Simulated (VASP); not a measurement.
# ZnS (P6_3mc) in VASP: band structure with PBEsol

Aim: the band structure of ZnS with PBEsol.

Program: VASP 6.6.1. These are calculated values, not measurements. Logs are shortened: lines on timing, memory, paths and dates and some standing lists are left out, and cuts for length are marked.

**Experimental background.**

A printed reference work, monograph reports, for a bulk crystal of ZnS at 4 K: band gap 3.911 eV (direct).

The results are compared with them further down.

## 1. The structure

The structure is hexagonal, space group P6_3mc (No. 186). The conventional cell has a = 3.786 Å, b = 3.786 Å, c = 6.212 Å, α = 90.00°, β = 90.00°, γ = 120.00°. Zn (site symmetry 3m) has 4 S at 2.32 Å as nearest neighbours. Around S (site symmetry 3m) lie 4 Zn at 2.32 Å.

## 2. Band structure, PBEsol

The input, INCAR:

```
PREC = Accurate
ENCUT = 520
EDIFF = 1E-6
ISMEAR = 0
SIGMA = 0.03
LREAL = F
LASPH = T
NELM = 80
ALGO = Normal
ISIF = 2
LWAVE = F
LCHARG = F
GGA = PS
NBANDS = 26
ICORELEVEL = 1
```

The input, KPOINTS:

```
Automatic mesh
0
Gamma
  9 9 5
```

The input, POSCAR:

```
ZnS                                     
1.0
    3.7855642229      0.0000000000      0.0000000000
   -1.8927821114      3.2783947809      0.0000000000
    0.0000000000      0.0000000000      6.2124968648
  Zn              S             
     2     2
Direct
     0.3333333300000021    0.6666666699999979    0.0054117950195689
     0.6666666699999979    0.3333333300000021    0.5054117950195689
     0.3333333300000021    0.6666666699999979    0.3795882049804291
     0.6666666699999979    0.3333333300000021    0.8795882049804291
```

The input, KPOINTS_OPT:

```
explicit points
96
Reciprocal
 0.0000000000  0.0000000000  0.0000000000 1
 0.0555555556  0.0000000000  0.0000000000 1
 0.1111111111  0.0000000000  0.0000000000 1
 0.1666666667  0.0000000000  0.0000000000 1
 0.2222222222  0.0000000000  0.0000000000 1
 0.2777777778  0.0000000000  0.0000000000 1
 0.3333333333  0.0000000000  0.0000000000 1
 0.3888888889  0.0000000000  0.0000000000 1
 0.4444444444  0.0000000000  0.0000000000 1
 0.5000000000  0.0000000000  0.0000000000 1
 0.5000000000  0.0000000000  0.0000000000 1
 0.4814814815  0.0370370370  0.0000000000 1
 0.4629629630  0.0740740741  0.0000000000 1
 0.4444444444  0.1111111111  0.0000000000 1
 0.4259259259  0.1481481481  0.0000000000 1
 0.4074074074  0.1851851852  0.0000000000 1
 0.3888888889  0.2222222222  0.0000000000 1
 0.3703703703  0.2592592592  0.0000000000 1
 0.3518518518  0.2962962963  0.0000000000 1
 0.3333333333  0.3333333333  0.0000000000 1
 0.3333333333  0.3333333333  0.0000000000 1
 0.2962962963  0.2962962963  0.0000000000 1
 0.2592592592  0.2592592592  0.0000000000 1
 0.2222222222  0.2222222222  0.0000000000 1
 0.1851851852  0.1851851852  0.0000000000 1
 0.1481481481  0.1481481481  0.0000000000 1
 0.1111111111  0.1111111111  0.0000000000 1
 0.0740740741  0.0740740741  0.0000000000 1
 0.0370370370  0.0370370370  0.0000000000 1
 0.0000000000  0.0000000000  0.0000000000 1
 0.0000000000  0.0000000000  0.0000000000 1
 0.0000000000  0.0000000000  0.0555555556 1
 0.0000000000  0.0000000000  0.1111111111 1
 0.0000000000  0.0000000000  0.1666666667 1
 0.0000000000  0.0000000000  0.2222222222 1
 0.0000000000  0.0000000000  0.2777777778 1
 0.0000000000  0.0000000000  0.3333333333 1
 0.0000000000  0.0000000000  0.3888888889 1
 0.0000000000  0.0000000000  0.4444444444 1
 0.0000000000  0.0000000000  0.5000000000 1
 0.0000000000  0.0000000000  0.5000000000 1
 0.0555555556  0.0000000000  0.5000000000 1
 0.1111111111  0.0000000000  0.5000000000 1
 0.1666666667  0.0000000000  0.5000000000 1
 0.2222222222  0.0000000000  0.5000000000 1
 0.2777777778  0.0000000000  0.5000000000 1
 0.3333333333  0.0000000000  0.5000000000 1
 0.3888888889  0.0000000000  0.5000000000 1
 0.4444444444  0.0000000000  0.5000000000 1
 0.5000000000  0.0000000000  0.5000000000 1
 0.5000000000  0.0000000000  0.5000000000 1
 0.4814814815  0.0370370370  0.5000000000 1
 0.4629629630  0.0740740741  0.5000000000 1
 0.4444444444  0.1111111111  0.5000000000 1
 0.4259259259  0.1481481481  0.5000000000 1
 0.4074074074  0.1851851852  0.5000000000 1
 0.3888888889  0.2222222222  0.5000000000 1
 0.3703703703  0.2592592592  0.5000000000 1
 0.3518518518  0.2962962963  0.5000000000 1
 0.3333333333  0.3333333333  0.5000000000 1
 0.3333333333  0.3333333333  0.5000000000 1
 0.2962962963  0.2962962963  0.5000000000 1
 0.2592592592  0.2592592592  0.5000000000 1
 0.2222222222  0.2222222222  0.5000000000 1
 0.1851851852  0.1851851852  0.5000000000 1
 0.1481481481  0.1481481481  0.5000000000 1
 0.1111111111  0.1111111111  0.5000000000 1
 0.0740740741  0.0740740741  0.5000000000 1
 0.0370370370  0.0370370370  0.5000000000 1
 0.0000000000  0.0000000000  0.5000000000 1
 0.5000000000  0.0000000000  0.5000000000 1
 0.5000000000  0.0000000000  0.4444444444 1
 0.5000000000  0.0000000000  0.3888888889 1
 0.5000000000  0.0000000000  0.3333333333 1
 0.5000000000  0.0000000000  0.2777777778 1
 0.5000000000  0.0000000000  0.2222222222 1
 0.5000000000  0.0000000000  0.1666666667 1
 0.5000000000  0.0000000000  0.1111111111 1
 0.5000000000  0.0000000000  0.0555555556 1
 0.5000000000  0.0000000000  0.0000000000 1
 0.3333333333  0.3333333333  0.0000000000 1
 0.3333333333  0.3333333333  0.0555555556 1
 0.3333333333  0.3333333333  0.1111111111 1
 0.3333333333  0.3333333333  0.1666666667 1
 0.3333333333  0.3333333333  0.2222222222 1
 0.3333333333  0.3333333333  0.2777777778 1
 0.3333333333  0.3333333333  0.3333333333 1
 0.3333333333  0.3333333333  0.3888888889 1
 0.3333333333  0.3333333333  0.4444444444 1
 0.3333333333  0.3333333333  0.5000000000 1
 0.0000000000  0.0000000000  0.0000000000 1
 0.0000000000  0.0000000000  0.5000000000 1
 0.3333333333  0.3333333333  0.5000000000 1
 0.3333333333  0.3333333333  0.0000000000 1
 0.5000000000  0.0000000000  0.5000000000 1
 0.5000000000  0.0000000000  0.0000000000 1
```

Potentials or basis: VASP PAW PBE potentials, release 64 (Zn, S).

Run with:

```sh
$ cat potpaw_PBE.64/Zn/POTCAR potpaw_PBE.64/S/POTCAR > POTCAR
$ mpirun -np 1 vasp_std > vasp.out
```

OUTCAR:

```text
PREC = Accurate
   ENCUT = 520
   EDIFF = 1E-6
   ISMEAR = 0
   LREAL = F
   LASPH = T
   NELM = 80
   ISIF = 2
   GGA = PS

 ion  position               nearest neighbor table
   1  0.333  0.667  0.005-   4 2.32   4 2.32   4 2.32   3 2.32
   2  0.667  0.333  0.505-   3 2.32   3 2.32   3 2.32   4 2.32
   3  0.333  0.667  0.380-   2 2.32   2 2.32   2 2.32   1 2.32
   4  0.667  0.333  0.880-   1 2.32   1 2.32   1 2.32   2 2.32

  LATTYP: Found a hexagonal cell.
 ALAT       =     3.7855642229
 C/A-ratio  =     1.6411019597

  Lattice vectors:

 A1 = (   3.7855642229,   0.0000000000,   0.0000000000)
 A2 = (  -1.8927821114,   3.2783947809,   0.0000000000)
 A3 = (   0.0000000000,   0.0000000000,   6.2124968648)

Analysis of symmetry for initial positions (statically):
=====================================================================
 Subroutine PRICEL returns:
 Original cell was already a primitive cell.

 Routine SETGRP: Setting up the symmetry group for a
 hexagonal supercell.

 Subroutine GETGRP returns: Found 12 space group operations
 (whereof  6 operations were pure point group operations)
 out of a pool of 24 trial point group operations.

The static configuration has the point symmetry C_3v.
 The point group associated with its full space group is C_6v.

Analysis of symmetry for dynamics (positions and initial velocities):
=====================================================================
 Subroutine PRICEL returns:
 Original cell was already a primitive cell.

 Routine SETGRP: Setting up the symmetry group for a
 hexagonal supercell.

 Subroutine GETGRP returns: Found 12 space group operations
 (whereof  6 operations were pure point group operations)
 out of a pool of 24 trial point group operations.

The dynamic configuration has the point symmetry C_3v.
 The point group associated with its full space group is C_6v.

 Subroutine INISYM returns: Found 12 space group operations
 (whereof  6 operations are pure point group operations),
 and found     1 'primitive' translations

----------------------------------------------------------------------------------------

                                     Primitive cell

  volume of cell :      77.1007

  direct lattice vectors                    reciprocal lattice vectors
     3.785564223  0.000000000  0.000000000     0.264161415  0.152513664  0.000000000
    -1.892782111  3.278394781  0.000000000     0.000000000  0.305027328  0.000000000
     0.000000000  0.000000000  6.212496865     0.000000000  0.000000000  0.160965876

  length of vectors
     3.785564223  3.785564220  6.212496865     0.305027328  0.305027328  0.160965876

  position of ions in fractional coordinates (direct lattice)
     0.333333330  0.666666670  0.005411795
     0.666666670  0.333333330  0.505411795
     0.333333330  0.666666670  0.379588205
     0.666666670  0.333333330  0.879588205

  ion indices of the primitive-cell ions
   primitive index   ion index
                 1           1
                 2           2
                 3           3
                 4           4

----------------------------------------------------------------------------------------

 KPOINTS: Automatic mesh

Automatic generation of k-mesh.
 Grid dimensions read from file:
 generate k-points for:    9    9    5

 Generating k-lattice:

  Cartesian coordinates                     Fractional coordinates (reciprocal lattice)
     0.029351268  0.016945963  0.000000000     0.111111111  0.000000000  0.000000000
     0.000000000  0.033891925  0.000000000     0.000000000  0.111111111  0.000000000
     0.000000000  0.000000000  0.032193175     0.000000000  0.000000000  0.200000000

  Length of vectors
     0.033891925  0.033891925  0.032193175

  Shift w.r.t. Gamma in fractional coordinates (k-lattice)
     0.000000000  0.000000000  0.000000000

 Subroutine IBZKPT returns following result:
 ===========================================

 Found     36 irreducible k-points:

 Following reciprocal coordinates:
            Coordinates               Weight
  0.000000  0.000000  0.000000      1.000000
  0.111111 -0.000000  0.000000      6.000000
  0.222222  0.000000  0.000000      6.000000
  0.333333 -0.000000  0.000000      6.000000
  0.444444  0.000000  0.000000      6.000000
  0.111111  0.111111  0.000000      6.000000
[... 16 lines left out ...]
  0.333333  0.222222  0.200000     24.000000
  0.333333  0.333333  0.200000      4.000000
 [... further k-points ...]
   k-points           NKPTS =     36   k-points in BZ     NKDIM =     36   number of bands    NBANDS=     26
   number of dos      NEDOS =    301   number of ions     NIONS =      4
   total plane-waves  NPLWV =  37632
   dimension x,y,z NGX =    28 NGY =   28 NGZ =   48
   dimension x,y,z NGXF=    56 NGYF=   56 NGZF=   96
   ions per type =               2   2
   NGX,Y,Z   is equivalent  to a cutoff of  12.30, 12.30, 12.84 a.u.
   NGXF,Y,Z  is equivalent  to a cutoff of  24.59, 24.59, 25.69 a.u.
 SYSTEM =  unknown system
   PREC   = accura    normal or accurate (medium, high low for compatibility)
   ISTART =      0    job   : 0-new  1-cont  2-samecut
   ICHARG =      2    charge: 1-file 2-atom 10-const
   ISPIN  =      1    spin polarized calculation?
   LNONCOLLINEAR =      F non collinear calculations
   LSORBIT =      F    spin-orbit coupling
   LASPH  =      T    aspherical Exc in radial PAW
   ENCUT  =  520.0 eV  38.22 Ry    6.18 a.u.   7.04  7.04 11.55*2*pi/ulx,y,z
   NELM   =     80;   NELMIN=  2; NELMDL= -5     # of ELM steps
   EDIFF  = 0.1E-05   stopping-criterion for ELM
   LREAL  =      F    real-space projection
   EDIFFG = 0.1E-04   stopping-criterion for IOM
   NSW    =      0    number of steps for IOM
   IBRION =     -1    ionic relax: 0-MD 1-quasi-New 2-CG
   NFREE  =      0    steps in history (QN), initial steepest desc. (CG)
   ISIF   =      2    stress and relaxation
   ISYM   =      2    0-nonsym 1-usesym 2-fastsym
   POTIM  = 0.5000    time-step for ionic-motion
   TEBEG  =    0.0;   TEEND  =   0.0 temperature during run
   PSTRESS=    0.0 pullay stress
   NELECT =      36.0000    total number of electrons
   NUPDOWN=      -1.0000    fix difference up-down
   EMIN   =  10.00;   EMAX   =-10.00  energy-range for DOS
   EFERMI =   0.00;   METHOD = LEGACY
   ISMEAR =     0;   SIGMA  =   0.03  broadening in eV -4-tet -1-fermi 0-gaus
   EFERMI_NEDOS =   21; number of points for ismear=-14 and -15
   IALGO  =     38    algorithm
   IMIX   =      4    mixing-type and parameters
     AMIX     =   0.40;   BMIX     =  1.00
     AMIX_MAG =   1.60;   BMIX_MAG =  1.00
  volume/ion in A,a.u.               =      19.28       130.08
  Fermi-wavevector in a.u.,A,eV,Ry     =   1.270056  2.400058 21.946783  1.613043
  Thomas-Fermi vector in A             =   2.403064
   LORBIT       =      0    0 simple, 1 ext, 2 COOP (PROOUT), +10 PAW based schemes
   GGA     = PS    functional components
   LHFCALC =     F    Hartree Fock is set to
   AEXX    =    0.0000 exact exchange contribution
   IVDW    =     0    specifies the selected vdW correction
   LEPSILON=     F    determine dielectric tensor
   LRPA    =     F    only Hartree local field effects (RPA)
 non-spin polarized calculation
 Gauss-broadening in eV      SIGMA  =   0.03
  energy-cutoff  :      520.00
  volume of cell :       77.10
 maximum number of plane-waves:      2088
   NGX = 15   NGY = 15   NGZ = 23

 number of electron      36.0000002 magnetization

 Free energy of the ion-electron system (eV)
  ---------------------------------------------------
  ext. energy  EPLUGINS =         0.00000000
  ---------------------------------------------------
  free energy    TOTEN  =       -15.16747159 eV

  energy without entropy =      -15.16747159  energy(sigma->0) =      -15.16747159

 the core state eigenenergies are
   1-  1s  -9518.2318  2s  -1151.7618  2p   -997.4149  3s   -122.7825  3p    -76.9452

   2-  1s  -9518.2318  2s  -1151.7618  2p   -997.4149  3s   -122.7825  3p    -76.9452

   3-  1s  -2396.4929  2s   -202.6039  2p   -147.3720
   4-  1s  -2396.4929  2s   -202.6039  2p   -147.3720

 E-fermi :   2.4478     XC(G=0):  -9.9517

 val. band max:        2.2531111292   @ k =   0.0000   0.0000   0.0000
 cond. band min:       4.4031286872   @ k =   0.0000   0.0000   0.0000
 fundamental gap:      2.1500175580
 Fermi energy:         2.4478014947

 k-point     1 :       0.0000    0.0000    0.0000
  band No.  band energies     occupation
      1     -11.0954      2.00000
      2     -10.1033      2.00000
      3      -4.2239      2.00000
      4      -4.2075      2.00000
      5      -4.2075      2.00000
      6      -4.1222      2.00000
[... 260 lines left out ...]
      6      -3.9877      2.00000
[... 14 lines left out ...]
     21       7.7583      0.00000
     22       8.3580      0.00000

------------------------ aborting loop because EDIFF is reached ----------------------------------------

  FORCE on cell =-STRESS in cart. coord.  units (eV):
  Direction    XX          YY          ZZ          XY          YZ          ZX
  --------------------------------------------------------------------------------------
  -------------------------------------------------------------------------------------
  Total       -0.0089274     -0.0089274     -0.0002706     -0.0000000      0.0000000      0.0000000
  in kB       -0.1855144     -0.1855144     -0.0056232     -0.0000000      0.0000000      0.0000000
  external PRESSURE =      -0.1255507 kB  Pullay stress =       0.0000000 kB

 VOLUME and BASIS-vectors are now :
 -----------------------------------------------------------------------------
  energy-cutoff  :      520.00
  volume of cell :       77.10
      direct lattice vectors                 reciprocal lattice vectors
     3.785564223  0.000000000  0.000000000     0.264161415  0.152513664  0.000000000
    -1.892782111  3.278394781  0.000000000     0.000000000  0.305027328  0.000000000
     0.000000000  0.000000000  6.212496865     0.000000000  0.000000000  0.160965876

 POSITION                                       TOTAL-FORCE (eV/Angst)
 -----------------------------------------------------------------------------------
     -0.00000      2.18560      0.03362         0.000000     -0.000000     -0.000845
      1.89278      1.09280      3.13987        -0.000000      0.000000     -0.000845
     -0.00000      2.18560      2.35819        -0.000000     -0.000000      0.000845
      1.89278      1.09280      5.46444        -0.000000      0.000000      0.000845
 -----------------------------------------------------------------------------------
    total drift:                               -0.000011      0.000005     -0.000416

  FREE ENERGIE OF THE ION-ELECTRON SYSTEM (eV)
  ---------------------------------------------------
  free  energy   TOTEN  =       -15.1674715875 eV

  energy  without entropy=      -15.1674715875  energy(sigma->0) =      -15.16747159
```

It took 57 s on 1 thread of Intel Xeon 6975P-C (Granite Rapids), shared host; peak memory 0.23 GiB.

Results:

| Property | Result |
| --- | --- |
| Free energy | -15.1675 eV |
| Pressure | 0.0 GPa |
| Band gap on the k mesh | 2.15 eV, direct |
| Band gap along the path | 2.15 eV, direct |

Levels at the corners of the path, in eV from the valence-band top:
| point | band 15 | band 16 | band 17 | band 18 | band 19 | band 20 | band 21 | band 22 |
| --- | --- | --- | --- | --- | --- | --- | --- | --- |
| Γ | -0.93 | -0.09 | 0.00 | 0.00 | 2.15 | 3.02 | 6.21 | 6.21 |
| M | -3.42 | -2.34 | -1.79 | -0.92 | 3.52 | 4.20 | 4.97 | 6.80 |
| M | -3.42 | -2.34 | -1.79 | -0.92 | 3.52 | 4.20 | 4.97 | 6.80 |
| K | -4.03 | -2.44 | -2.44 | -2.19 | 4.04 | 5.94 | 5.94 | 7.73 |
| K | -4.03 | -2.44 | -2.44 | -2.19 | 4.04 | 5.94 | 5.94 | 7.73 |
| Γ | -0.93 | -0.09 | 0.00 | 0.00 | 2.15 | 3.02 | 6.21 | 6.21 |
| Γ | -0.93 | -0.09 | 0.00 | 0.00 | 2.15 | 3.02 | 6.21 | 6.21 |
| A | -0.49 | -0.49 | -0.49 | -0.49 | 3.50 | 3.50 | 6.67 | 6.67 |
| A | -0.49 | -0.49 | -0.49 | -0.49 | 3.50 | 3.50 | 6.67 | 6.67 |
| L | -1.71 | -1.71 | -1.69 | -1.69 | 3.41 | 3.41 | 5.10 | 5.10 |
| L | -1.71 | -1.71 | -1.69 | -1.69 | 3.41 | 3.41 | 5.10 | 5.10 |
| H | -3.19 | -3.19 | -1.42 | -1.42 | 4.41 | 4.41 | 6.19 | 6.19 |
| H | -3.19 | -3.19 | -1.42 | -1.42 | 4.41 | 4.41 | 6.19 | 6.19 |
| A | -0.49 | -0.49 | -0.49 | -0.49 | 3.50 | 3.50 | 6.67 | 6.67 |
| L | -1.71 | -1.71 | -1.69 | -1.69 | 3.41 | 3.41 | 5.10 | 5.10 |
| M | -3.42 | -2.34 | -1.79 | -0.92 | 3.52 | 4.20 | 4.97 | 6.80 |
| K | -4.03 | -2.44 | -2.44 | -2.19 | 4.04 | 5.94 | 5.94 | 7.73 |
| H | -3.19 | -3.19 | -1.42 | -1.42 | 4.41 | 4.41 | 6.19 | 6.19 |

Core levels (eV, on the scale of the bands):
```
atom                                                  levels
1 Zn  1s -9518.2, 2s -1151.8, 2p -997.4, 3s -122.8, 3p -76.9
2 Zn  1s -9518.2, 2s -1151.8, 2p -997.4, 3s -122.8, 3p -76.9
 3 S                        1s -2396.5, 2s -202.6, 2p -147.4
 4 S                        1s -2396.5, 2s -202.6, 2p -147.4
```

Caveat: the PAW data sets were made with another functional, which shifts forces and pressure a little.

## 3. Against experiment

Step 2. A measured gap of ZnS is 3.911 eV (direct; 4 K; a printed reference work, monograph); the calculated 2.15 eV misses it by -1.76 eV. The value is that of PBEsol, without temperature or zero-point motion. Semilocal functionals fall short of measured gaps as a rule.
